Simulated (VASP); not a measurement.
The system is CuAu.

```
Au Cu
1.0
     2.81075    0.00000    0.00000
     0.00000    2.81075    0.00000
     0.00000    0.00000    3.68500
Au Cu
1 1
Direct
  0.00175 0.00677 0.96632
  0.51858 0.51508 0.48819
```

The cell isn't the ideal one: atoms moved at random, drawn with an rms of 0.1 Å.

- Program: VASP 6.6.1
- Task: relaxation of the atoms
- Functional: RPBE
- Potentials or basis: VASP PAW PBE potentials, release 64 (Au, Cu)
- Cutoff: 520 eV
- k mesh: 9 × 9 × 7
- Occupations: methfessel-paxton, width 0.2 eV
- Spin: no spin polarisation

At the start: pressure 9.8 GPa; volume 14.56 Å³/atom.

Where does the relaxation end?

Over 7 steps the energy falls by 14.8 meV/atom; space group P4/mmm (No. 123, to 0.05 Å).

The path:
| step | energy change (eV) | largest force (eV/Å) | pressure (GPa) |
| --- | --- | --- | --- |
| 1 | 0.0000 | 0.6397 | 9.76 |
| 2 | -0.0163 | 0.4160 | 9.20 |
| 3 | -0.0284 | 0.0936 | 8.90 |
| 4 | -0.0284 | 0.0950 | 8.90 |
| 5 | -0.0289 | 0.0695 | 8.88 |
| 6 | -0.0295 | 0.0151 | 8.84 |
| 7 | -0.0295 | 0.0014 | 8.92 |

Final structure:
```
Au Cu
1.0
     2.81075    0.00000    0.00000
     0.00000    2.81075    0.00000
     0.00000    0.00000    3.68500
Au Cu
1 1
Cartesian
  0.0049 0.0190 3.5609
  1.4103 1.4244 1.7185
```

Caveat: the PAW data sets were made with another functional, which shifts forces and pressure a little.
